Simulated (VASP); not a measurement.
# Si: molecular dynamics with a thermostat, by thermostat

Si, P6/mmm (no. 191), 12 atoms in the cell. PBE, molecular dynamics; PAW potentials Si (PBE set).

| Thermostat | Mean temperature (K) | Standard error of the mean temperature (K) | Relative fluctuation of the kinetic energy | Canonical value of that fluctuation | Rise of the mean potential energy above the start (meV/atom) | Time (s) |
|---|---|---|---|---|---|---|
| none (NVE) | 250 | 23 | 0.342 | 0.246 | 5.9 | 357 |
| Nose, MDALGO 0, SMASS 0 | 300 | 13 | 0.126 | 0.246 | 28.8 | 356 |
| Nose-Hoover, SMASS 1 | 309 | 42 | 0.424 | 0.246 | 17.5 | 386 |
| Nose-Hoover, SMASS 0.1 | 284 | 66 | 0.525 | 0.246 | 11.5 | 382 |
| Andersen, probability 0.05 | 280 | 18 | 0.259 | 0.246 | 8.4 | 423 |
| Andersen, probability 0.2 | 282 | 13 | 0.278 | 0.246 | 32.3 | 373 |
| Langevin, friction 1/ps | 282 | 18 | 0.285 | 0.236 | 10.8 | 438 |
| Langevin, friction 10/ps | 294 | 10 | 0.198 | 0.236 | 7.6 | 434 |
| Nose-Hoover chain of 5, period 100 steps | 297 | 29 | 0.341 | 0.246 | 15.3 | 372 |
| Nose-Hoover chain of 1, period 40 steps | 304 | 41 | 0.424 | 0.246 | 15.3 | 426 |
| CSVR, period 100 steps | 223 | 14 | 0.290 | 0.246 | -2.7 | 401 |

Limits: 396 fs of 12 atoms are too short for converged averages; the cell is only 4.5 Å across, so each atom moves in step with near copies of itself.

## Input of the first row

INCAR:
```
SYSTEM = Si
  ALGO = Fast
  ANDERSEN_PROB = 0.0
  EDIFF = 1E-5
  ENCUT = 250
  GGA = PE
  IBRION = 0
  ISIF = 2
  ISMEAR = -1
  ISYM = 0
  KPAR = 4
  LASPH = .True.
  LCHARG = .False.
  LREAL = Auto
  LWAVE = .False.
  MDALGO = 1
  NELM = 60
  NELMIN = 4
  NSW = 198
  POTIM = 2.0
  PREC = Normal
  RANDOM_SEED = 403988 0 0
  SIGMA = 0.05
  TEBEG = 300
  TEEND = 300
```

KPOINTS:
```
k-points
0
Gamma
  2 3 3
```

POSCAR:
```
Si
1.0
    7.8616284447      0.0000000000      0.0000000000
   -2.6205428150      4.5389132988      0.0000000000
    0.0000000000      0.0000000000      4.9327087800
Si
12
Direct
    0.0000000000      0.0000000000      0.0000000000
    0.0000000000      0.0000000000      0.5000000000
    0.0000000000      0.5000000000      0.0000000000
    0.0000000000      0.5000000000      0.5000000000
    0.3333333333      0.0000000000      0.0000000000
    0.3333333333      0.0000000000      0.5000000000
    0.3333333333      0.5000000000      0.0000000000
    0.3333333333      0.5000000000      0.5000000000
    0.6666666667      0.0000000000      0.0000000000
    0.6666666667      0.0000000000      0.5000000000
    0.6666666667      0.5000000000      0.0000000000
    0.6666666667      0.5000000000      0.5000000000
```

Commands:
```
cat potpaw_PBE.64/Si/POTCAR > POTCAR
mpirun -np 4 vasp_std > vasp.out
```

Changes of the last row against the first:
```
- MDALGO = 1
- ANDERSEN_PROB = 0.0
+ MDALGO = 5
+ CSVR_PERIOD = 100
```

VASP 6.6.1 took 357 s on 4 cores (Intel Xeon Platinum 8259CL @ 2.50GHz (Skylake/Cascade Lake)), a shared host.
